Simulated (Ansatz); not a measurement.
# How far is PAW off for KF?

```
K F
1.0
     0.00000    2.67350    2.67350
     2.67350    0.00000    2.67350
     2.67350    2.67350    0.00000
K F
1 1
Direct
  0.97756 0.02244 0.02244
  0.50000 0.50000 0.50000
```

Atoms are numbered in the order listed.

Conventional cell: a = 3.781 Å, b = 3.781 Å, c = 5.347 Å, α = 90.00°, β = 90.00°, γ = 90.00°. K (atom 1) has 6 F at 2.55 to 2.79 Å as nearest neighbours. F (atom 2) has 6 K at 2.55 to 2.79 Å as nearest neighbours.

The cell is COD entry 9008652, as deposited and not checked against the literature; nothing was relaxed. The listed cell was then made from it by scaling, straining or moving an atom.

Methods: DFT, PBE, PAW with Ansatz's default frozen-core files, scalar-relativistic (Ansatz 0.2.0); DFT, PBE, all-electron PAW with datasets made for the crystal, scalar-relativistic (Ansatz 0.2.0); DFT, PBE, all-electron LAPW, scalar-relativistic (Ansatz 0.2.0).

For PAW: a Γ-centred 9×9×9 k mesh, Fermi–Dirac smearing of 0.01 eV, cutoff 420 eV, no spin polarisation. The crystal-made all-electron datasets (AE datasets) take a cutoff of 280 eV at this cell. LAPW targets a basis error of 1 meV/atom. The Ansatz runs share mesh, smearing and spin set-up. Plane-wave (PAW) pressures include the program's estimate of the Pulay term.

Stress and pressure are positive in compression.

The change that made this cell: atom 1 (K) moved by (0.1200, 0.0000, 0.0000) Å.

```tsv
quantity	PAW	AE datasets	LAPW
pressure (GPa)	1.52	1.52	1.52
stress xx (GPa)	2.02	2.02	2.02
stress yy (GPa)	1.27	1.27	1.27
stress zz (GPa)	1.27	1.27	1.27
force on K1, x (eV/Å)	-0.202	-0.202	-0.202
force on F2, x (eV/Å)	0.202	0.202	0.202
band gap (eV)	6.174	6.170	6.170
largest principal field gradient Vzz at K1 (10²¹ V/m²)	-0.17	-0.17	–
largest principal field gradient Vzz at F2 (10²¹ V/m²)	-0.12	-0.12	–
```

PAW's pressure differs from the LAPW value by about 0.01 GPa or less. Datasets made for the crystal and LAPW share parts of one code, so their agreement isn't an independent check.
